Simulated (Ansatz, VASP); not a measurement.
One calculation of HfN, two programs

Contents of INCAR:

```
  PREC = Accurate
  ENCUT = 600
  EDIFF = 1E-6
  ISMEAR = 1
  SIGMA = 0.1
  LREAL = F
  LASPH = T
  NELM = 80
  ALGO = Normal
  ISIF = 3
  LWAVE = F
  LCHARG = F
  IBRION = 2
  NSW = 80
  EDIFFG = -0.002
```

Contents of KPOINTS:

```
regular mesh
0
Gamma
  16 16 16
```

The input POSCAR:

```
HfN
1.0
    0.0000000000      2.2560000000      2.2560000000
    2.2560000000      0.0000000000      2.2560000000
    2.2560000000      2.2560000000      0.0000000000
Hf N
1 1
Direct
    0.0000000000      0.0000000000      0.0000000000
    0.5000000000      0.5000000000      0.5000000000
```

Input for Ansatz:

```yaml
crystal:
  lattice:
    - [0.0, 2.256, 2.256]
    - [2.256, 0.0, 2.256]
    - [2.256, 2.256, 0.0]
  atoms:
    - { symbol: Hf, position: [0.0, 0.0, 0.0] }
    - { symbol: "N", position: [0.5, 0.5, 0.5] }
scf:
  occupations: { method: methfessel_paxton, width: 0.1 }
output:
  forces: true
  stress: true
  eigenvalues: true
  write_density: true
  write_potential: true
  elf: true
  volumetric_format: npy
hamiltonian:
  xc: lda
relax:
  f_tol: 0.002
  adjacent_minimum: "off"
  cell: { stress_tol: 0.05, p_target: 0 }
kpoints:
  mp_grid: { grid: [16, 16, 16] }
```

Alike in both runs: task relaxation of cell and atoms; functional LDA; k mesh 16 × 16 × 16; occupations methfessel-paxton of order 1, width 0.1 eV; no spin polarisation.

|  | VASP | Ansatz |
| --- | --- | --- |
| version | VASP 6.6.1 | Ansatz 0.2.0 |
| potentials or method | VASP PAW LDA potentials, release 64 (Hf_pv, N) | scalar-relativistic, plane waves, PAW |
| plane-wave cutoff (eV) | 600 | 420 |
| valence electrons in the cell | 15 | 31 |

|  | VASP | Ansatz | Ansatz less VASP |
| --- | --- | --- | --- |
| gap on the k mesh at the Fermi level, each at its own relaxed structure (eV) | none | none | - |
| relaxed volume (Å³/atom) | 11.10 | 11.15 | +0.047 |
| relaxed cell length with the largest relative difference (Å) | 3.155 | 3.159 | +0.0044 |
| energy change over the relaxation (meV/atom) | -12 | -9 | +2.9 |

A gap of «none» marks a metal or a gap that the smearing closes. The two sets of potentials don't hold the same shells in valence.

Spin-orbit coupling is left out, which matters for the levels of Hf. LDA usually gives volumes a few per cent too small. Zero-point motion and thermal expansion aren't in these numbers.
